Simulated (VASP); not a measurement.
# SnSe2 (P-3m1) in VASP: a series of runs

The runs below take SnSe2 through single point, with PBEsol.

All numbers are computed with VASP 6.6.1; they aren't measurements. Logs are shortened: lines on timing, memory, paths and dates and some standing lists are left out, and cuts for length are marked.

### 1 Starting point

Symmetry: P-3m1, No. 164, trigonal system. The conventional cell has a = 3.819 Å, b = 3.819 Å, c = 6.153 Å, α = 90.00°, β = 90.00°, γ = 120.00°. Around Sn (site symmetry -3m) lie 6 Se at 2.72 Å. Around Se (site symmetry 3m) lie 3 Sn at 2.72 Å.

The cell is a database's computed one.

### 2 Single point, PBEsol

Contents of INCAR:

```
SYSTEM = SnSe2
PREC = Accurate
ENCUT = 700
EDIFF = 1E-7
ISMEAR = 0
SIGMA = 0.02
LREAL = .FALSE.
LASPH = .TRUE.
NELM = 100
ALGO = Fast
ISIF = 2
LWAVE = .FALSE.
LCHARG = .TRUE.
GGA = PS
LELF = .TRUE.
LVHAR = .TRUE.
NBANDS = 20
```

Contents of KPOINTS:

```
regular mesh
0
G
  9 9 4
  0 0 0
```

Contents of POSCAR:

```
SnSe2
1.0
    3.8192700000      0.0000000000      0.0000000000
   -1.9096300000      3.3075800000      0.0000000000
    0.0000000000      0.0000000000      6.1533200000
Sn Se
1 2
Direct
    0.0000000000      0.0000000000      0.0000000000
    0.6666700000      0.3333300000      0.7418900000
    0.3333300000      0.6666700000      0.2581100000
```

Potentials or basis: VASP PAW PBE potentials, release 64 (Sn_d, Se).

Command:

```
$ cat potpaw_PBE.64/Sn_d/POTCAR potpaw_PBE.64/Se/POTCAR > POTCAR
$ mpirun -np 1 vasp_std > vasp.out
```

OUTCAR:

```text
SYSTEM = SnSe2
   PREC = Accurate
   ENCUT = 700
   EDIFF = 1E-7
   ISMEAR = 0
   LREAL = .FALSE.
   LASPH = .TRUE.
   NELM = 100
   ISIF = 2
   GGA = PS

 ion  position               nearest neighbor table
   1  0.000  0.000  0.000-   2 2.72   3 2.72   3 2.72   2 2.72   2 2.72   3 2.72
   2  0.667  0.333  0.742-   1 2.72   1 2.72   1 2.72
   3  0.333  0.667  0.258-   1 2.72   1 2.72   1 2.72

  LATTYP: Found a hexagonal cell.
 ALAT       =     3.8192700000
 C/A-ratio  =     1.6111246390

  Lattice vectors:

 A1 = (   3.8192700000,   0.0000000000,   0.0000000000)
 A2 = (  -1.9096300000,   3.3075800000,   0.0000000000)
 A3 = (   0.0000000000,   0.0000000000,   6.1533200000)

Analysis of symmetry for initial positions (statically):
=====================================================================
 Subroutine PRICEL returns:
 Original cell was already a primitive cell.

 Routine SETGRP: Setting up the symmetry group for a
 hexagonal supercell.

 Subroutine GETGRP returns: Found  4 space group operations
 (whereof  4 operations were pure point group operations)
 out of a pool of 24 trial point group operations.

The static configuration has the point symmetry C_2h.

Analysis of symmetry for dynamics (positions and initial velocities):
=====================================================================
 Subroutine PRICEL returns:
 Original cell was already a primitive cell.

 Routine SETGRP: Setting up the symmetry group for a
 hexagonal supercell.

 Subroutine GETGRP returns: Found  4 space group operations
 (whereof  4 operations were pure point group operations)
 out of a pool of 24 trial point group operations.

The dynamic configuration has the point symmetry C_2h.

 Subroutine INISYM returns: Found  4 space group operations
 (whereof  4 operations are pure point group operations),
 and found     1 'primitive' translations

----------------------------------------------------------------------------------------

                                     Primitive cell

  volume of cell :      77.7321

  direct lattice vectors                    reciprocal lattice vectors
     3.819270000  0.000000000  0.000000000     0.261830140  0.151167528  0.000000000
    -1.909630000  3.307580000  0.000000000     0.000000000  0.302335847  0.000000000
     0.000000000  0.000000000  6.153320000     0.000000000  0.000000000  0.162513895

  length of vectors
     3.819270000  3.819263305  6.153320000     0.302335317  0.302335847  0.162513895

  position of ions in fractional coordinates (direct lattice)
     0.000000000  0.000000000  0.000000000
     0.666670000  0.333330000  0.741890000
     0.333330000  0.666670000  0.258110000

  ion indices of the primitive-cell ions
   primitive index   ion index
                 1           1
                 2           2
                 3           3

----------------------------------------------------------------------------------------

 KPOINTS: regular mesh

Automatic generation of k-mesh.
 Grid dimensions read from file:
 generate k-points for:    9    9    4

 Generating k-lattice:

  Cartesian coordinates                     Fractional coordinates (reciprocal lattice)
     0.029092238  0.016796392  0.000000000     0.111111111  0.000000000  0.000000000
     0.000000000  0.033592872  0.000000000     0.000000000  0.111111111  0.000000000
     0.000000000  0.000000000  0.040628474     0.000000000  0.000000000  0.250000000

  Length of vectors
     0.033592813  0.033592872  0.040628474

  Shift w.r.t. Gamma in fractional coordinates (k-lattice)
     0.000000000  0.000000000  0.000000000

 Subroutine IBZKPT returns following result:
 ===========================================

 Found     95 irreducible k-points:

 Following reciprocal coordinates:
            Coordinates               Weight
  0.000000  0.000000  0.000000      1.000000
  0.111111  0.000000  0.000000      4.000000
 -0.111111  0.111111  0.000000      2.000000
  0.222222  0.000000  0.000000      4.000000
 -0.222222  0.222222  0.000000      2.000000
  0.333333  0.000000  0.000000      4.000000
[... 16 lines left out ...]
 -0.222222 -0.444444  0.000000      4.000000
  0.444444  0.333333  0.000000      4.000000
 [... further k-points ...]
   k-points           NKPTS =     95   k-points in BZ     NKDIM =     95   number of bands    NBANDS=     20
   number of dos      NEDOS =    301   number of ions     NIONS =      3
   total plane-waves  NPLWV =  69984
   dimension x,y,z NGX =    36 NGY =   36 NGZ =   54
   dimension x,y,z NGXF=    72 NGYF=   72 NGZF=  108
   ions per type =               1   2
   NGX,Y,Z   is equivalent  to a cutoff of  15.67, 15.67, 14.59 a.u.
   NGXF,Y,Z  is equivalent  to a cutoff of  31.34, 31.34, 29.18 a.u.
 SYSTEM =  SnSe2
   PREC   = accura    normal or accurate (medium, high low for compatibility)
   ISTART =      0    job   : 0-new  1-cont  2-samecut
   ICHARG =      2    charge: 1-file 2-atom 10-const
   ISPIN  =      1    spin polarized calculation?
   LNONCOLLINEAR =      F non collinear calculations
   LSORBIT =      F    spin-orbit coupling
   LASPH  =      T    aspherical Exc in radial PAW
   ENCUT  =  700.0 eV  51.45 Ry    7.17 a.u.   8.24  8.24 13.27*2*pi/ulx,y,z
   NELM   =    100;   NELMIN=  2; NELMDL= -5     # of ELM steps
   EDIFF  = 0.1E-06   stopping-criterion for ELM
   LREAL  =      F    real-space projection
   EDIFFG = 0.1E-05   stopping-criterion for IOM
   NSW    =      0    number of steps for IOM
   IBRION =     -1    ionic relax: 0-MD 1-quasi-New 2-CG
   NFREE  =      0    steps in history (QN), initial steepest desc. (CG)
   ISIF   =      2    stress and relaxation
   ISYM   =      2    0-nonsym 1-usesym 2-fastsym
   POTIM  = 0.5000    time-step for ionic-motion
   TEBEG  =    0.0;   TEEND  =   0.0 temperature during run
   PSTRESS=    0.0 pullay stress
   NELECT =      26.0000    total number of electrons
   NUPDOWN=      -1.0000    fix difference up-down
   EMIN   =  10.00;   EMAX   =-10.00  energy-range for DOS
   EFERMI =   0.00;   METHOD = LEGACY
   ISMEAR =     0;   SIGMA  =   0.02  broadening in eV -4-tet -1-fermi 0-gaus
   EFERMI_NEDOS =   21; number of points for ismear=-14 and -15
   IALGO  =     68    algorithm
   IMIX   =      4    mixing-type and parameters
     AMIX     =   0.40;   BMIX     =  1.00
     AMIX_MAG =   1.60;   BMIX_MAG =  1.00
  volume/ion in A,a.u.               =      25.91       174.85
  Fermi-wavevector in a.u.,A,eV,Ry     =   1.136403  2.147491 17.570738  1.291413
  Thomas-Fermi vector in A             =   2.273108
   LORBIT       =      0    0 simple, 1 ext, 2 COOP (PROOUT), +10 PAW based schemes
   GGA     = PS    functional components
   LHFCALC =     F    Hartree Fock is set to
   AEXX    =    0.0000 exact exchange contribution
   IVDW    =     0    specifies the selected vdW correction
   LEPSILON=     F    determine dielectric tensor
   LRPA    =     F    only Hartree local field effects (RPA)
 non-spin polarized calculation
 RMM-DIIS sequential band-by-band and
 Gauss-broadening in eV      SIGMA  =   0.02
  energy-cutoff  :      700.00
  volume of cell :       77.73
 maximum number of plane-waves:      3292
 NGX is ok and might be reduce to    36
   NGX = 17   NGY = 17   NGZ = 27

 number of electron      26.0000000 magnetization

 Free energy of the ion-electron system (eV)
  ---------------------------------------------------
  ext. energy  EPLUGINS =         0.00000000
  ---------------------------------------------------
  free energy    TOTEN  =       -12.98356297 eV

  energy without entropy =      -12.98356297  energy(sigma->0) =      -12.98356297

 E-fermi :   4.1821     XC(G=0):  -9.6522

 val. band max:        4.0234235684   @ k =  -0.1111   0.2222   0.0000
 cond. band min:       4.6219791128   @ k =   0.0000   0.4444   0.2500
 fundamental gap:      0.5985555444
 Fermi energy:         4.1821038753

 k-point     1 :       0.0000    0.0000    0.0000
  band No.  band energies     occupation
      1     -17.1376      2.00000
      2     -17.1376      2.00000
      3     -17.1003      2.00000
      4     -17.0879      2.00000
      5     -17.0879      2.00000
      6      -9.8316      2.00000
[... 12 lines left out ...]
     19      12.9705      0.00000
     20      12.9905      0.00000

 k-point     2 :       0.1111    0.0000    0.0000
  band No.  band energies     occupation
      1     -17.1427      2.00000
      2     -17.1330      2.00000
      3     -17.0970      2.00000
      4     -17.0909      2.00000
      5     -17.0875      2.00000
      6      -9.7112      2.00000
[... 12 lines left out ...]
     19      12.2557      0.00000
     20      13.1099      0.00000

 k-point     3 :      -0.1111    0.1111    0.0000
  band No.  band energies     occupation
      1     -17.1427      2.00000
      2     -17.1330      2.00000
      3     -17.0970      2.00000
      4     -17.0910      2.00000
      5     -17.0875      2.00000
      6      -9.7112      2.00000
[... 12 lines left out ...]
     19      12.2539      0.00000
     20      13.1001      0.00000

 k-point     4 :       0.2222    0.0000    0.0000
  band No.  band energies     occupation
      1     -17.1573      2.00000
      2     -17.1233      2.00000
      3     -17.0996      2.00000
      4     -17.0859      2.00000
      5     -17.0845      2.00000
      6      -9.3647      2.00000
[... 12 lines left out ...]
     19      12.0284      0.00000
     20      13.4768      0.00000

 k-point     5 :      -0.2222    0.2222    0.0000
  band No.  band energies     occupation
      1     -17.1573      2.00000
      2     -17.1233      2.00000
      3     -17.0996      2.00000
      4     -17.0859      2.00000
      5     -17.0845      2.00000
      6      -9.3647      2.00000
[... 12 lines left out ...]
     19      12.0282      0.00000
     20      13.4865      0.00000
[... 353 lines left out ...]
      6      -8.5762      2.00000
[... 12 lines left out ...]
     19      10.9916      0.00000
     20      13.9602      0.00000

 k-point    22 :       0.3333    0.2222    0.0000
  band No.  band energies     occupation
      1     -17.1698      2.00000
      2     -17.1346      2.00000
      3     -17.0989      2.00000
      4     -17.0800      2.00000
      5     -17.0666      2.00000
      6      -8.1157      2.00000
[... 12 lines left out ...]
     19      12.3314      0.00000
     20      13.7196      0.00000

 k-point    23 :      -0.2222   -0.4444    0.0000
  band No.  band energies     occupation
      1     -17.1698      2.00000
      2     -17.1346      2.00000
      3     -17.0989      2.00000
      4     -17.0800      2.00000
      5     -17.0666      2.00000
      6      -8.1157      2.00000
[... 12 lines left out ...]
     19      12.3314      0.00000
     20      13.7196      0.00000

 k-point    24 :       0.4444    0.3333    0.0000
  band No.  band energies     occupation
      1     -17.1698      2.00000
      2     -17.1346      2.00000
      3     -17.0989      2.00000
      4     -17.0800      2.00000
      5     -17.0666      2.00000
      6      -8.1157      2.00000
[... 12 lines left out ...]
     19      12.3314      0.00000
     20      13.7196      0.00000

 [... further k-points ...]
[... 5 lines left out ...]
  --------------------------------------------------------------------------------------
  -------------------------------------------------------------------------------------
  Total        0.0174877      0.0174305      0.0074163     -0.0000495     -0.0001159      0.0002007
  in kB        0.3604481      0.3592695      0.1528613     -0.0010193     -0.0023889      0.0041368
  external PRESSURE =       0.2908596 kB  Pullay stress =       0.0000000 kB

 VOLUME and BASIS-vectors are now :
 -----------------------------------------------------------------------------
  energy-cutoff  :      700.00
  volume of cell :       77.73
      direct lattice vectors                 reciprocal lattice vectors
     3.819270000  0.000000000  0.000000000     0.261830140  0.151167528  0.000000000
    -1.909630000  3.307580000  0.000000000     0.000000000  0.302335847  0.000000000
     0.000000000  0.000000000  6.153320000     0.000000000  0.000000000  0.162513895

 POSITION                                       TOTAL-FORCE (eV/Angst)
 -----------------------------------------------------------------------------------
      0.00000      0.00000      0.00000         0.000000      0.000000      0.000000
      1.90966      1.10252      4.56509        -0.000077      0.000045     -0.001655
     -0.00002      2.20506      1.58823         0.000077     -0.000045      0.001655
 -----------------------------------------------------------------------------------
    total drift:                               -0.000000     -0.000000      0.000000

  FREE ENERGIE OF THE ION-ELECTRON SYSTEM (eV)
  ---------------------------------------------------
  free  energy   TOTEN  =       -12.9835629745 eV

  energy  without entropy=      -12.9835629745  energy(sigma->0) =      -12.98356297
```

Run time: 4.3 min. Hardware: 1 thread of Intel Xeon Platinum 8488C (Sapphire Rapids), shared host; peak memory 0.4 GiB.

What came out:

- Free energy: -12.9836 eV
- Pressure: 0.0 GPa
- Band gap on the k mesh: 0.60 eV, indirect (least direct gap 0.98 eV)

Levels at points of the mesh, in eV from the valence-band top:
```tsv
k point	band 11	band 12	band 13	band 14	band 15	band 16
(0.00, 0.00, 0.00)	-0.34	-0.34	-0.12	0.86	2.96	4.58
(0.00, 0.00, 0.50)	-0.70	-0.14	-0.14	2.45	2.85	4.28
```

Caveat: the PAW data sets were made with another functional, which shifts forces and pressure a little; spin-orbit coupling is left out, which moves the levels of the heavy elements; an odd mesh through Γ misses points on the zone boundary, where band edges often lie; this functional lacks dispersion, which binds the layers, so the pressure and a relaxed spacing across them are unreliable.

### 3 Single point, PBEsol

INCAR, as its differences from that of step 2:

```diff
@@ -2,3 +2,3 @@
 PREC = Accurate
-ENCUT = 700
+ENCUT = 520
 EDIFF = 1E-7
```

Contents of KPOINTS:

```
regular mesh
0
G
  12 12 8
  0 0 0
```

POSCAR is that of step 2.

Potentials or basis: VASP PAW PBE potentials, release 64 (Sn_d, Se).

Command:

```
$ cat potpaw_PBE.64/Sn_d/POTCAR potpaw_PBE.64/Se/POTCAR > POTCAR
$ mpirun -np 1 vasp_std > vasp.out
```

Run time: 7.1 min. Hardware: 1 thread of Intel Xeon Platinum 8488C (Sapphire Rapids), shared host; peak memory 0.56 GiB.

It converged, with:

* Free energy: -12.9840 eV
* Pressure: 0.0 GPa
* Band gap on the k mesh: 0.49 eV, indirect (least direct gap 0.98 eV)

Levels at points of the mesh, in eV from the valence-band top:
| k point | band 10 | band 11 | band 12 | band 13 | band 14 | band 15 | band 16 | band 17 |
| --- | --- | --- | --- | --- | --- | --- | --- | --- |
| (0.00, 0.00, 0.00) | -0.60 | -0.36 | -0.36 | -0.14 | 0.83 | 2.94 | 4.56 | 4.56 |
| (0.50, 0.00, 0.00) | -3.08 | -2.54 | -1.47 | -0.30 | 1.09 | 3.56 | 5.11 | 5.11 |
| (0.50, 0.50, 0.00) | -3.08 | -2.54 | -1.47 | -0.30 | 1.09 | 3.56 | 5.11 | 5.11 |
| (0.00, 0.00, 0.50) | -0.72 | -0.72 | -0.17 | -0.17 | 2.42 | 2.83 | 4.26 | 4.26 |
| (0.50, 0.00, 0.50) | -2.33 | -2.06 | -0.96 | -0.78 | 0.61 | 3.94 | 4.55 | 5.64 |
| (0.50, 0.50, 0.50) | -2.33 | -2.06 | -0.96 | -0.78 | 0.61 | 3.94 | 4.55 | 5.64 |

Caveat: the PAW data sets were made with another functional, which shifts forces and pressure a little; spin-orbit coupling is left out, which moves the levels of the heavy elements; this functional lacks dispersion, which binds the layers, so the pressure and a relaxed spacing across them are unreliable.
